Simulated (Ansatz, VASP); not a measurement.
# BN (Qingsongite): VASP beside Ansatz

The input INCAR:

```
ALGO = Normal
EDIFF = 1E-6
ENCUT = 520
GGA = PE
ISIF = 2
ISMEAR = 1
LASPH = T
LCHARG = F
LREAL = F
LWAVE = F
NBANDS = 11
NELM = 80
PREC = Accurate
SIGMA = 0.01
```

Contents of KPOINTS:

```
k-points
0
Gamma
  9 9 9
```

Contents of POSCAR:

```
BN
1.0
    0.0000000000      1.8075000000      1.8075000000
    1.8075000000      0.0000000000      1.8075000000
    1.8075000000      1.8075000000      0.0000000000
B N
1 1
Direct
    0.0000000000      0.0000000000      0.0000000000
    0.2500000000      0.2500000000      0.2500000000
```

Input for Ansatz:

```yaml
crystal:
  lattice:
    - [0.0, 1.8075, 1.8075]
    - [1.8075, 0.0, 1.8075]
    - [1.8075, 1.8075, 0.0]
  atoms:
    - { symbol: B, position: [0.0, 0.0, 0.0] }
    - { symbol: "N", position: [0.25, 0.25, 0.25] }
basis:
  ecutwfc: 550.0
kpoints:
  mp_grid:
    grid: [9, 9, 9]
    shift: [0.0, 0.0, 0.0]
hamiltonian:
  xc: pbe
scf:
  convergence:
    dr2_threshold: 1.0e-07
  occupations:
    method: methfessel_paxton
    width: 0.01
output:
  optics:
    de: 0.1
    nscf_kmesh:
      grid: [12, 12, 12]
```

Alike in both runs: task single point; functional PBE; k mesh 9 × 9 × 9; occupations methfessel-paxton of order 1, width 0.01 eV; no spin polarisation.

```csv
,VASP,Ansatz
version,VASP 6.6.1,Ansatz 0.2.0
potentials or method,"VASP PAW PBE potentials, release 64 (B, N)","plane waves, PAW"
plane-wave cutoff (eV),520,550
valence electrons in the cell,8,8
```

VASP gave:

* gap on the k mesh at the Fermi level (eV): 4.61

Task: Which values does Ansatz return?

Result: gap on the k mesh at the Fermi level (eV): 4.62.

Ansatz warned: «settled_levels_scf_threshold_loose».

Caveats: an odd mesh through Γ misses points on the zone boundary, where band edges often lie. Expect the measured gap to be larger: semilocal functionals such as PBE lack the derivative discontinuity.
